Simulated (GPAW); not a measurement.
# InAs (F-43m) in GPAW: notebook

One crystal, InAs, is run at these levels: PBE, LDA, PBEsol; tasks: single point, relaxation of cell and atoms.

Everything below comes from runs of GPAW 26.7.0. Logs are shortened: lines on timing, memory, paths and dates and some standing lists are left out, and cuts for length are marked. The log counts tension as positive stress, the text compression.

**Experimental background.**

A printed reference work, data compilation reports, for a bulk crystal of InAs at 4.2 K: band gap 0.418 eV (direct).

How close the calculation comes is told below.

## Step 1: The structure

Symmetry: F-43m, No. 216, cubic system. Conventional cell: a = 6.036 Å, b = 6.036 Å, c = 6.036 Å, α = 90.00°, β = 90.00°, γ = 90.00°. In (site symmetry -43m) has 4 As at 2.61 Å as nearest neighbours. As (site symmetry -43m) is surrounded by 4 In at 2.61 Å.

## Step 2: Single point, PBE

run.py

```python
from ase.dft.bandgap import bandgap
from ase.io import read, write
from ase.units import GPa
from gpaw import GPAW, PW

atoms = read('POSCAR')

calc = GPAW(mode=PW(600),
            xc='PBE',
            kpts={'size': (8, 8, 8), 'gamma': True},
            occupations={'name': 'methfessel-paxton', 'order': 0, 'width': 0.011},
            nbands=18,
            convergence={'density': 1e-05, 'energy': 1e-05},
            maxiter=150,
            txt='gpaw.txt')
atoms.calc = calc
energy = atoms.get_potential_energy()
forces = atoms.get_forces()
stress = atoms.get_stress()
calc.write('gs.gpw')
write('result.traj', atoms)
print(f'Energy: {energy:.6f} eV')
print('Forces (eV/A):')
print(forces.round(4))
print('Stress (GPa):', (stress / GPa).round(3))
print('Fermi level:', round(calc.get_fermi_level(), 4), 'eV')
print(f'Gap: {bandgap(calc)[0]:.4f} eV, direct: {bandgap(calc, direct=True)[0]:.4f} eV')
```

POSCAR

```
InAs
1.0
    0.0000000000      3.0180000000      3.0180000000
    3.0180000000      0.0000000000      3.0180000000
    3.0180000000      3.0180000000      0.0000000000
In As
1 1
Direct
    0.0000000000      0.0000000000      0.0000000000
    0.7500000000      0.7500000000      0.7500000000
```

Potentials or basis: GPAW PAW data sets (gpaw-data 1.2.1), pw.

On the command line:

```console
$ OMP_NUM_THREADS=1 python run.py
```

gpaw.txt:

```text
__  _  _
 | _ |_)|_||  |
 |__||  | ||/\| - 26.7.0

Input parameters:
  mode=PW(ecut=600.0),
  convergence={'density': 1e-05, 'energy': 1e-05},
  kpts=MonkhorstPack(size=(8, 8, 8), gamma=True),
  maxiter=150,
  nbands=18,
  occupations=Occupations(name='methfessel-paxton', order=0, width=0.011),
  xc=XC(name='PBE')

Diagonalizing LCAO Hamiltonian
Converting LCAO to pw mode

                     As

       In

Atoms  # Å, Bohr magnetons
|   | symbol |        x |        y |        z |    initial magnetic moments |
|---|--------|----------|----------|----------|-----------------------------|
| 0 |     In | 0.000000 | 0.000000 | 0.000000 | ( 0.0000,  0.0000,  0.0000) |
| 1 |     As | 4.527000 | 4.527000 | 4.527000 | ( 0.0000,  0.0000,  0.0000) |

Unit cell  # Å
| periodic |        x |        y |        z |  lengths |    angles |
|----------|----------|----------|----------|----------|-----------|
|      yes | 0.000000 | 3.018000 | 3.018000 | 4.268097 | 60.000000 |
|      yes | 3.018000 | 0.000000 | 3.018000 | 4.268097 | 60.000000 |
|      yes | 3.018000 | 3.018000 | 0.000000 | 4.268097 | 60.000000 |

Number of symmetries: 24
Symmetry operations  # r_c * U_cc + t_c -> r_c
|    | kind |            matrix            |
|----|------|------------------------------|
|  0 |  E   |  1, 0, 0,  0, 1, 0,  0, 0, 1 |
|  1 |  σ   |  1, 0, 0,  0, 0, 1,  0, 1, 0 |
|  2 |  σ   |  1, 0,-1,  0, 1,-1,  0, 0,-1 |
|  3 |  C3  |  1, 0,-1,  0, 0,-1,  0, 1,-1 |
|  4 |  C3  |  1,-1, 0,  0,-1, 1,  0,-1, 0 |
|  5 |  σ   |  1,-1, 0,  0,-1, 0,  0,-1, 1 |
|  6 |  σ   |  0, 1, 0,  1, 0, 0,  0, 0, 1 |
|  7 |  C3  |  0, 1, 0,  0, 0, 1,  1, 0, 0 |
|  8 |  C2  |  0, 1,-1,  1, 0,-1,  0, 0,-1 |
|  9 |  S4  |  0, 1,-1,  0, 0,-1,  1, 0,-1 |
| 10 |  C3  |  0, 0, 1,  1, 0, 0,  0, 1, 0 |
| 11 |  σ   |  0, 0, 1,  0, 1, 0,  1, 0, 0 |
| 12 |  S4  |  0, 0,-1,  1, 0,-1,  0, 1,-1 |
| 13 |  C3  |  0, 0,-1,  0, 1,-1,  1, 0,-1 |
| 14 |  S4  |  0,-1, 1,  1,-1, 0,  0,-1, 0 |
| 15 |  C2  |  0,-1, 1,  0,-1, 0,  1,-1, 0 |
| 16 |  C3  |  0,-1, 0,  1,-1, 0,  0,-1, 1 |
| 17 |  S4  |  0,-1, 0,  0,-1, 1,  1,-1, 0 |
| 18 |  S4  | -1, 1, 0, -1, 0, 1, -1, 0, 0 |
| 19 |  C3  | -1, 1, 0, -1, 0, 0, -1, 0, 1 |
| 20 |  C3  | -1, 0, 1, -1, 1, 0, -1, 0, 0 |
| 21 |  S4  | -1, 0, 1, -1, 0, 0, -1, 1, 0 |
| 22 |  σ   | -1, 0, 0, -1, 1, 0, -1, 0, 1 |
| 23 |  C2  | -1, 0, 0, -1, 0, 1, -1, 1, 0 |

BZ-sampling:
  Number of BZ points: 512
  Number of IBZ points: 29

  Monkhorst-Pack size: [8, 8, 8]
  Monkhorst-Pack shift: [0.0625, 0.0625, 0.0625]

K-points  # in reciprocal-cell coordinates
|     |                                coordinates |     weight |
|-----|--------------------------------------------|------------|
|   0 | (  0.00000000,   0.00000000,   0.00000000) | 0.00195312 |
|   1 | (  0.12500000,   0.12500000,   0.00000000) | 0.01171875 |
|   2 | (  0.12500000,   0.12500000,   0.12500000) | 0.01562500 |
|   3 | (  0.25000000,   0.12500000,   0.12500000) | 0.02343750 |
|   4 | (  0.25000000,   0.25000000,   0.00000000) | 0.01171875 |
|   5 | (  0.25000000,   0.25000000,   0.12500000) | 0.04687500 |
|   6 | (  0.25000000,   0.25000000,   0.25000000) | 0.01562500 |
|   7 | (  0.37500000,   0.25000000,  -0.37500000) | 0.04687500 |
|   8 | (  0.37500000,   0.25000000,   0.12500000) | 0.04687500 |
|   9 | (  0.37500000,   0.25000000,   0.25000000) | 0.04687500 |
| ... |                                            |            |
|  28 | (  0.50000000,   0.50000000,   0.50000000) | 0.00781250 |

Plane wave coefficients: 1856
Cutoff: 600.0 eV

Spin-components: 1 (collinear spins)
Bands:           18
Projectors:      11
Spin-degeneracy: 2
Datatype:        complex128

Parallelization:
  kpt:    1
  domain: 1
  band:   1

Density:
  Valence electrons: 18.0
  Components: 1
  Grid points: [25 25 25]
  Charge: 0.0  # |e|

Potential:
  Grid points: [25 25 25]

species:
  In:
    name:    Indium
    Z:       49.0
    valence: 13
    core:    36
    charge:  0.0  # [|e|]
    compensation charges:
      type: gauss
      rc: 0.36  # [Å]
      lmax: 2
    cutoffs:
      filter: 2.09  # [Å]
      core: 2.48  # [Å]
    projectors
    | kind |    occ | energy [eV] | rcut [Å] |
    |------|--------|-------------|----------|
    |   5s |  2.000 |      -8.203 |    1.185 |
    |   5p |  1.000 |      -2.521 |    1.244 |
    |   4d | 10.000 |     -18.629 |    1.148 |
    |    s |        |      19.008 |    1.185 |
    |    p |        |      24.691 |    1.244 |
    |    d |        |       8.583 |    1.148 |

    Using partial waves for In as LCAO basis

  As:
    name:    Arsenic
    Z:       33.0
    valence: 5
    core:    28
    charge:  0.0  # [|e|]
    compensation charges:
      type: gauss
      rc: 0.33  # [Å]
      lmax: 2
    cutoffs:
      filter: 1.87  # [Å]
      core: 2.96  # [Å]
    projectors
    | kind |    occ | energy [eV] | rcut [Å] |
    |------|--------|-------------|----------|
    |   4s |  2.000 |     -14.487 |    1.058 |
    |   4p |  3.000 |      -5.196 |    1.058 |
    |    s |        |      12.725 |    1.058 |
    |    p |        |      22.016 |    1.058 |
    |    d |        |       0.000 |    1.058 |

    Using partial waves for As as LCAO basis

Reference energy: -221478.393260  # eV

eigensolver:
  PPCG
  Converge bands: occupied
  niter=2

density mixing:
  MSR1-Mixer
  Pratt-step length: 0.05
  Maximum mixing coefficient: 0.75
  Old densities: 10
  SVD Regularization: 0.005
  Good broyden scale: 1.0
  Trust region scale: 1.0
  Backstep threshold: 4.0
  History deletion threshold: 6.0
  Fourier metric: weight=20.0, sigma=0.015

occupation numbers:
  Methfessel-Paxton:
    width: 0.0110  # eV
    order: 0

poisson solver:
  ecut: 4800.0  # eV

xc functional:
  name: PBE with 2 nearest neighbor stencil

convergence criteria:
- Maximum integral of absolute [dens]ity change: 1e-05 electrons / valence electron
- Maximum [total energy] change in last 3 cyles: 1e-05 eV / valence electron
- Maximum integral of absolute [eigenst]ate change: 4e-08 eV^2 / valence electron
maximum number of iterations: 150

SCF iterations
|iter     | |      energy | eigst |  dens |
|---------|-|-------------|-------|-------|
|iter:   1| |   -8.118331 | -0.34 |       |
|iter:   2| |   -8.073576 | -2.36 | -1.17 |
|iter:   3| |   -7.903419 | -1.93 | -1.21 |
|iter:   4| |   -7.904578 | -3.32 | -1.81 |
|iter:   5| |   -7.904685 | -4.10 | -2.33 |
|iter:   6| |   -7.904713c| -5.65 | -3.12 |
|iter:   7| |   -7.904716c| -6.66 | -3.56 |
|iter:   8| |   -7.904716c| -8.15c| -4.63 |
|iter:   9| |   -7.904716c| -8.40c| -5.36c|

Converged in 9 steps
Energy contributions relative to reference atoms: (reference = -221478.393260)

Energy contributions:
  Kinetic:          27.002234
  Coulomb:         -24.729313
  Zero:              0.139461
  External:          0.000000
  Xc:              -10.317081
  Entropy:          -0.000033
  Spinorbit:         0.000000
  ----------------------------
  Free energy:      -7.904732
  Extrapolated:     -7.904716

dipole moment: (-17.118219, -17.118219, -17.118219)  # |e|*Ang

Fermi level: 4.907
Eigenvalues  # (at kpt = [0.000, 0.000, 0.000])
| band index |      eig [eV] | occ [0-2] |
|------------|---------------|-----------|
|          0 |        -9.407 |     2.000 |
|        ... |               |           |
|          2 |        -9.407 |     2.000 |
|          3 |        -9.278 |     2.000 |
|          4 |        -9.278 |     2.000 |
|          5 |        -6.992 |     2.000 |
|          6 |         4.743 |     2.000 |
|          7 |         4.904 |     1.333 |
[... 8 lines left out ...]
|         16 |        15.399 |     0.000 |
|         17 |        15.399 |     0.000 |

No gap
No difference between direct/indirect transitions

Forces  # eV/Ang
|       x |       y |       z |
|---------|---------|---------|
| 0.00000 | 0.00000 | 0.00000 |  # In   0
| 0.00000 | 0.00000 | 0.00000 |  # As   1

Stress tensor  # eV/Ang^3
|         x |         y |         z |
|-----------|-----------|-----------|
| -0.025243 |  0.000000 |  0.000000 |
|  0.000000 | -0.025243 |  0.000000 |
|  0.000000 |  0.000000 | -0.025243 |

# Writing to gs.gpw (mode='')
```

It took 15 s on 1 thread of Arm Neoverse V1, shared host; peak memory 0.17 GiB.

Results:

```
Free energy            : -7.9047 eV
Pressure               : 4.0 GPa
Band gap on the k mesh : none (metal or under the smearing width)
```

Caveat: this crystal is a semiconductor, whose small gap the functional closes, so the metal is an error of the method.

## Step 3: Relaxation of cell and atoms, PBE

run.py

```python
from ase.filters import FrechetCellFilter
from ase.io import read, write
from ase.optimize import FIRE
from gpaw import GPAW, PW

atoms = read('InAs.xyz')

calc = GPAW(mode=PW(600),
            xc='PBE',
            kpts={'size': (8, 8, 8), 'gamma': True},
            occupations={'name': 'fermi-dirac', 'width': 0.05},
            nbands=18,
            convergence={'density': 1e-05, 'forces': 0.0001},
            maxiter=150,
            txt='gpaw.txt')
atoms.calc = calc
opt = FIRE(FrechetCellFilter(atoms), trajectory='relax.traj', logfile='-')
done = opt.run(fmax=0.02, steps=100)
calc.write('gs.gpw')
write('result.traj', atoms)
print('Converged:', done)
print('Cell:', atoms.cell.cellpar().round(4))
print('Volume:', round(atoms.get_volume(), 4))
print(atoms.get_scaled_positions().round(5))
```

InAs.xyz

```xyz
2
Lattice="0.0000000000 3.0180000000 3.0180000000 3.0180000000 0.0000000000 3.0180000000 3.0180000000 3.0180000000 0.0000000000" Properties=species:S:1:pos:R:3 pbc="T T T"
In     0.0000000000      0.0000000000      0.0000000000
As     4.5270000000      4.5270000000      4.5270000000
```

Potentials or basis: GPAW PAW data sets (gpaw-data 1.2.1), pw.

On the command line:

```console
$ OMP_NUM_THREADS=1 python run.py
```

Wall time 2.7 min (1 thread of Arm Neoverse V1, shared host); peak memory 0.3 GiB.

Results (log left out):

| Item | Value |
| --- | --- |
| Free energy | -7.9525 eV |
| Relaxed volume | 29.46 Å³/atom |
| Relaxed cell | a = 4.368 Å, b = 4.368 Å, c = 4.368 Å, α = 60.00°, β = 60.00°, γ = 60.00° |
| Space group after relaxing (to 0.05 Å) | F-43m (No. 216) |
| Energy gained by relaxing | 23.7 meV/atom |
| Ionic steps | 13 |
| Pressure after relaxing | 0.0 GPa |
| Band gap on the k mesh | none (metal or under the smearing width) |

The path:
| step | energy change (eV) | largest force (eV/Å) | pressure (GPa) | volume (Å³) |
| --- | --- | --- | --- | --- |
| 1 | 0.0000 | 0.0000 | 4.04 | 54.98 |
| 2 | -0.0134 | 0.0000 | 3.35 | 55.55 |
| 3 | -0.0320 | 0.0000 | 2.17 | 56.63 |
| 4 | -0.0452 | 0.0000 | 0.77 | 58.05 |
| 5 | -0.0463 | 0.0000 | -0.57 | 59.64 |
| 6 | -0.0463 | 0.0000 | -0.55 | 59.61 |
| 7 | -0.0465 | 0.0000 | -0.52 | 59.57 |
| 8 | -0.0467 | 0.0000 | -0.46 | 59.50 |
| 9 | -0.0469 | 0.0000 | -0.39 | 59.41 |
| 10 | -0.0471 | 0.0000 | -0.31 | 59.31 |
| 11 | -0.0473 | 0.0000 | -0.22 | 59.19 |
| 12 | -0.0474 | 0.0000 | -0.11 | 59.07 |
| 13 | -0.0474 | 0.0000 | 0.00 | 58.92 |

Final structure:
```cif
data_structure
_symmetry_space_group_name_H-M 'P 1'
_symmetry_Int_Tables_number 1
_cell_length_a 4.3679
_cell_length_b 4.3679
_cell_length_c 4.3679
_cell_angle_alpha 60.000
_cell_angle_beta 60.000
_cell_angle_gamma 60.000
_cell_volume 58.92
loop_
_atom_site_label
_atom_site_type_symbol
_atom_site_fract_x
_atom_site_fract_y
_atom_site_fract_z
_atom_site_occupancy
In1 In 0.00000 0.00000 0.00000 1
As1 As 0.75000 0.75000 0.75000 1
```

Levels at points of the mesh, in eV from the Fermi level:
```
           k point  band 5  band 6  band 7  band 8  band 9  band 10  band 11  band 12  band 13  band 14
(0.00, 0.00, 0.00)  -14.13  -11.52   -0.56   -0.05   -0.05    -0.05     3.81     3.81     3.81     7.27
(0.50, 0.50, 0.00)  -14.11   -9.76   -5.62   -2.18   -2.18     1.60     2.00     8.74     8.77     8.77
(0.50, 0.50, 0.50)  -14.12  -10.23   -5.51   -0.96   -0.96     0.77     4.58     4.58     6.72     8.68
```

Caveat: later steps reuse the first step's grids; this crystal is a semiconductor, whose small gap the functional closes, so the metal is an error of the method.

[end of part 1 of 2]
